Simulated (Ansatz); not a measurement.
K:

```xyz
1
Lattice="-2.6976 2.6976 2.6976 2.6976 -2.6976 2.6976 2.6976 2.6976 -2.6976" Properties=species:S:1:pos:R:3 pbc="T T T"
K     0.0000    0.0000    0.0000
```

Base run:

- Program: Ansatz 0.2.0
- Functional: RPBE
- Potentials or basis: all-electron LAPW, scalar-relativistic
- Cutoff: 52 eV (chosen from the basis error)
- Basis error allowed: 0.001 eV/atom
- k mesh: 7 × 7 × 7
- Occupations: gaussian, width 0.05 eV
- Spin: no spin polarisation

Its results: band gap on the k mesh none (metal or under the smearing width); pressure 0.1 GPa.

**Question.** The run is repeated on the same cell with these changes: functional from RPBE to LDA; occupations from gaussian, width 0.05 eV to gaussian, width 0.1 eV. What comes out?

**Answer.** Band gap on the k mesh none (metal or under the smearing width); pressure -0.6 GPa.
